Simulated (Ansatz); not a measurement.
Start of a relaxation of Na:

```
CELL_PARAMETERS angstrom
3.33871 0.00000 0.00000
-1.66936 2.89141 0.00000
0.00000 0.00000 20.77969
ATOMIC_POSITIONS crystal
Na 0.33333 0.66667 0.75000
Na 0.66667 0.33333 0.87500
Na 0.00000 0.00000 0.00000
Na 0.33333 0.66667 0.12500
Na 0.66667 0.33333 0.25000
Na 0.33333 0.66667 0.37500
Na 0.00000 0.00000 0.50000
Na 0.66667 0.33333 0.62500
```

The calculation used DFT PBE, scalar-relativistic, plane waves, PAW (Ansatz 0.2.0). Cutoff 420 eV, Gaussian smearing, Γ-centred meshes. Cell and atoms relax first on a coarse mesh and then on a finer one. In between, the cell is made exact in the group found at 0.06 Å. In metals the finer mesh still leaves noise of several meV/atom or more. The steps can't lower the symmetry of their start. No spin polarisation.

A guess keeps its type if space group and coordination stay and the shape of the cell changes little (axis ratios within about 15 %, angles within 6°); the volume may change.

Question: Does it keep its structure type, or change into something else?

Answer: It keeps its type. The symmetry stays P6_3/mmc (No. 194). The volume per atom grows by 47.8 %, from 25.1 to 37.1 Å³. The shortest distance goes from 3.23 Å (Na–Na) to 3.73 Å (Na–Na). The ratio c/a of the conventional cell changes by a factor of 1.04. Counting neighbours within 15 % of an atom's shortest distance, the start has Na 12 and the end Na 12.

Energies count from the standard state of Na at the same level.

Question: At what energy does it end?

Answer: 0.00 eV/atom. It is level with the standard state within the noise.

The last run used a 12×12×2 mesh (in the run's order of axes) for its 8-atom cell and Gaussian smearing of 0.10 eV. For metals, differences of a few meV/atom aren't resolved. A later test with randomly moved atoms ended 1 meV/atom lower on a coarse mesh, in Cmcm at a loose tolerance, which is no clear verdict on its stability.
